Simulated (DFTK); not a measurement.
# BaTiO3 (Barioperovskite) (Amm2) in DFTK: reference runs

Reference runs on BaTiO3 (Barioperovskite): the cell as given.

Program: DFTK 0.8.2. These are calculated values, not measurements. Logs are shortened: lines on timing, memory, paths and dates and some standing lists are left out, and cuts for length are marked.

## (1) Starting point

Symmetry: Amm2, No. 38, orthorhombic system. Conventional cell: a = 3.986 Å, b = 5.674 Å, c = 5.690 Å, α = 90.00°, β = 90.00°, γ = 90.00°. Around Ba (site symmetry mm2) lie 12 O at 2.77 to 2.92 Å. Ti (site symmetry mm2) is surrounded by 6 O at 1.93 to 2.09 Å. Around O (site symmetry m) lie 2 Ti at 1.93 to 2.09 Å. O (site symmetry mm2) has 2 Ti at 2.00 Å as nearest neighbours.

## (2) Single point, PBEsol

Input file run.jl:

```julia
using DFTK
using PseudoPotentialData
using Unitful, UnitfulAtomic
using LinearAlgebra, Printf
include("save.jl")
disable_threading()

# lattice vectors are the columns
lattice = austrip(1u"Å") * [        3.9855            0.0            0.0;
                      0.0         2.8369        -2.8369;
                      0.0        2.84515        2.84515]
symbols   = [:Ba, :Ti, :O, :O, :O]
positions = [[0.0, 0.0, 0.0],
             [0.5, 0.5124, 0.5124],
             [0.5, 0.99184, 0.50524],
             [0.5, 0.50524, 0.99184],
             [0.0, 0.4874, 0.4874]]
pseudopotentials = PseudoFamily("dojo.nc.sr.pbesol.v0_4_1.standard.upf")
elements = Dict(s => ElementPsp(s, pseudopotentials) for s in unique(symbols))
atoms    = [elements[s] for s in symbols]

build_model(lattice, positions; symmetries=true) =
    model_DFT(lattice, atoms, positions;
              functionals=PBEsol(),
              temperature=austrip(0.05u"eV"),
              smearing=Smearing.FermiDirac(),
              symmetries)
Ecut  = 42.0  # hartree
kgrid = [7, 7, 7]
tol   = 1e-6
to_GPa = ustrip(uconvert(u"GPa", 1u"hartree/bohr^3"))

model = build_model(lattice, positions)
basis = PlaneWaveBasis(model; Ecut, kgrid)
display(basis)
scfres = self_consistent_field(basis;
                               tol,
                               nbandsalg=AdaptiveBands(model; n_bands_converge=25))
display(scfres.energies)
@printf "Fermi level: %.6f eV\n" ustrip(auconvert(u"eV", something(scfres.εF, NaN)))
forces = compute_forces_cart(scfres)
println("Forces (eV/Å)")
for (s, f) in zip(symbols, forces)
    @printf "%-3s %12.6f %12.6f %12.6f\n" s ustrip.(auconvert.(u"eV/Å", f))...
end
stress = compute_stresses_cart(scfres)
println("Stress (GPa)")
display(round.(stress * to_GPa; digits=4))
println("Levels at the first k-point (eV): ", round.(ustrip.(auconvert.(u"eV", scfres.eigenvalues[1][1:scfres.n_bands_converge])); digits=4))
save_scf!(scfres; forces, stress)
```

Potentials or basis: dojo.nc.sr.pbesol.v0_4_1.standard.upf (PBEsol).

The run is started by

```sh
$ julia --threads=1 run.jl  # save.jl only writes the numbers to a file and isn't shown; printed stress counts tension as positive; times include loading and compiling
```

What it wrote:

```text
PlaneWaveBasis discretization:

    Ecut                 : 42.0 Ha
    fft_size             : (45, 48, 48), 103680 total points
    kgrid                : MonkhorstPack([7, 7, 7])
    num.   red. kpoints  : 343
    num. irred. kpoints  : 112

    Discretized Model(gga_x_pbe_sol+gga_c_pbe_sol, 3D):
        lattice (in Bohr)    : [7.5315    , 0         , 0         ]
                               [0         , 5.36096   , -5.36096  ]
                               [0         , 5.37655   , 5.37655   ]
        unit cell volume     : 434.17 Bohr³

        atoms                : BaO₃Ti
        pseudopot. family    : PseudoFamily("dojo.nc.sr.pbesol.v0_4_1.standard.upf")

        num. electrons       : 40
        spin polarization    : none
        temperature          : 0.0018375 Ha
        smearing             : DFTK.Smearing.FermiDirac()

        terms                : Kinetic()
                               AtomicLocal()
                               AtomicNonlocal()
                               Ewald(nothing)
                               PspCorrection()
                               Hartree()
                               Xc(gga_x_pbe_sol, gga_c_pbe_sol)
                               Entropy()
n     Energy            log10(ΔE)   log10(Δρ)   Diag   Δtime
---   ---------------   ---------   ---------   ----   ------
  1   -136.7185970184                   -0.29    6.2    40.0s
  2   -136.5774642266   +   -0.85       -0.26    6.1    34.9s
  3   -137.0777854648       -0.30       -0.59    4.5    31.7s
  4   -137.1805315464       -0.99       -1.02    3.4    28.3s
  5   -137.1890192978       -2.07       -1.25    2.2    19.3s
  6   -137.1932664755       -2.37       -2.22    2.3    22.4s
  7   -137.1932683097       -5.74       -2.30    4.6    23.3s
  8   -137.1933066397       -4.42       -3.29    2.2    19.1s
  9   -137.1933075322       -6.05       -3.63    5.9    31.1s
 10   -137.1933076268       -7.02       -4.02    2.9    22.6s
 11   -137.1933076219   +   -8.31       -4.02    2.9    22.2s
 12   -137.1933076320       -8.00       -4.29    1.0    16.9s
 13   -137.1933076355       -8.45       -5.42    2.2    20.7s
 14   -137.1933076356      -10.13       -5.35    6.6    32.0s
 15   -137.1933076356      -10.75       -6.08    1.0    17.8s
Energy breakdown (in Ha):
    Kinetic             62.4632530
    AtomicLocal         -100.2304747
    AtomicNonlocal      -3.4404090
    Ewald               -103.4587839
    PspCorrection       5.5122059
    Hartree             29.6809930
    Xc                  -27.7200921
    Entropy             -0.0000000

    total               -137.193307635631
Fermi level: 7.351608 eV
Forces (eV/Å)
Ba     -0.000000     0.000000     0.156704
Ti      0.000000     0.000000     0.209531
O      -0.000000    -0.034103    -0.292953
O      -0.000000     0.034103    -0.292953
O      -0.000000    -0.000000     0.219181
Stress (GPa)
3×3 StaticArraysCore.SMatrix{3, 3, Float64, 9} with indices SOneTo(3)×SOneTo(3):
 3.5167  0.0     0.0
 0.0     3.3828  0.0
 0.0     0.0     4.0148
Levels at the first k-point (eV): [-49.7894, -26.1506, -26.1487, -26.134, -18.2722, -10.2808, -9.5963, -9.5812, -3.4489, -3.443, -3.4263, 4.1499, 4.1509, 4.152, 5.2347, 5.2912, 5.3456, 6.1116, 6.2175, 6.2623, 8.3172, 8.3802, 8.5394, 10.5836, 10.6299]
```

It took 12 min on 1 thread of Intel Xeon 6975P-C (Granite Rapids), shared host; peak memory 5 GiB.

What came out:

```
Free energy            : -3733.2201 eV
Pressure               : -3.6 GPa
Largest force          : 0.295 eV/Å
Band gap on the k mesh : 1.93 eV, indirect (least direct gap 2.05 eV)
```

Forces in eV/Å, atoms in the order of the input:
```
Ba   0.000  0.000  0.157
Ti   0.000  0.000  0.210
O    0.000 -0.034 -0.293
O    0.000  0.034 -0.293
O    0.000  0.000  0.219
```

Caveat: this release of the barium file is off; the files of the heavy main-group elements may lack f projectors, which makes oxides come out too large; spin-orbit coupling is left out, which moves the levels of the heavy elements; an odd mesh through Γ misses points on the zone boundary, where band edges often lie.
